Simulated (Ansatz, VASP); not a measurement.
# One calculation of CuI, two programs

```
CELL_PARAMETERS angstrom
4.11466 0.00000 0.00000
0.00000 4.11466 0.00000
0.00000 0.00000 5.77949
ATOMIC_POSITIONS crystal
Cu 0.00000 0.00000 0.00000
Cu 0.50000 0.50000 0.00000
I 0.00000 0.50000 0.29130
I 0.50000 0.00000 0.70870
```

Measurements of this composition are mostly on another form, of space group No. 216.

Alike in both runs: task single point; functional PBE; k mesh 4 × 4 × 3; no spin polarisation.

```csv
,VASP,Ansatz
version,VASP 6.6.1,Ansatz 0.2.0
potentials or method,"VASP PAW PBE potentials, release 64 (Cu, I)","plane waves, PAW"
plane-wave cutoff (eV),520,420
occupations,"gaussian, width 0.01 eV",fixed
valence electrons in the cell,36,72
```

VASP gave:

| Item | Value |
| --- | --- |
| pressure (GPa) | 2.4 |
| largest component of the traceless stress (GPa) | 0.53 |

Task: Which values does Ansatz return?

Result: Pressure (GPa): 2.3; largest component of the traceless stress (GPa): 0.56.

The two sets of potentials don't hold the same shells in valence.

Caveats: spin-orbit coupling is left out, which moves the levels of the heavy elements. Expect the measured gap to be larger: semilocal functionals such as PBE lack the derivative discontinuity.
